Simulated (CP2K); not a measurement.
Crystal: Sb.

```
CELL_PARAMETERS angstrom
3.51078 0.00000 0.00000
0.67895 3.44450 0.00000
-2.09487 -1.72225 2.22956
ATOMIC_POSITIONS crystal
Sb 0.00000 0.00000 0.00000
```

This isn't the form of Sb at room conditions, which is rhombohedral.

Base run:

* Program: CP2K 2026.2
* Functional: PBEsol
* Potentials or basis: POTENTIAL_UZH Sb GTH-PBE-q5; TZVP-MOLOPT-PBE-GTH basis
* Density cutoff: 6123 eV
* k mesh: 12 × 12 × 12
* Occupations: gaussian, width 0.05 eV
* Spin: no spin polarisation

Its results: band gap on the k mesh none (metal or under the smearing width); pressure 1.9 GPa.

**Question.** The run is repeated on the same cell with these changes: functional from PBEsol to PBE. What comes out?

**Answer.** Band gap on the k mesh none (metal or under the smearing width); pressure 3.2 GPa.

PBE binds less tightly than PBEsol, so the same cell stands under more pressure.

Caveats: the basis of atomic orbitals isn't converged, which shifts pressures, moduli and gaps; the potentials were made for another functional, which shifts forces and pressure (some runs).
